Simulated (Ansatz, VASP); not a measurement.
**Ir in VASP and in Ansatz**

```xyz
2
Lattice="2.7514 0.0000 0.0000 -1.3757 2.3828 0.0000 0.0000 0.0000 4.6408" Properties=species:S:1:pos:R:3 pbc="T T T"
Ir    0.0000    1.5885    1.1602
Ir    1.3757    0.7943    3.4806
```

This isn't the form of Ir at room conditions, which is fcc.

Alike in both runs: task single point; functional PBE; k mesh 9 × 9 × 5; occupations fermi-dirac, width 0.05 eV; no spin polarisation.

|  | VASP | Ansatz |
| --- | --- | --- |
| version | VASP 6.6.1 | Ansatz 0.2.0 |
| potentials or method | VASP PAW PBE potentials, release 64 (Ir) | Ansatz PAW |
| plane-wave cutoff (eV) | 520 | 420 |
| valence electrons in the cell | 18 | 34 |

Ansatz gave:

- gap on the k mesh at the Fermi level (eV): none
- pressure (GPa): -12.9
- largest component of the traceless stress (GPa): 9.53

Task: Which values does VASP return?

Result: gap on the k mesh at the Fermi level (eV): none; pressure (GPa): -12.5; largest component of the traceless stress (GPa): 9.44.

A gap of «none» marks a metal or a gap that the smearing closes. With one functional, cell and mesh, what is left measures potentials, basis and numerics. The two sets of potentials don't hold the same shells in valence.

Spin-orbit coupling is left out, which matters for the levels of Ir.
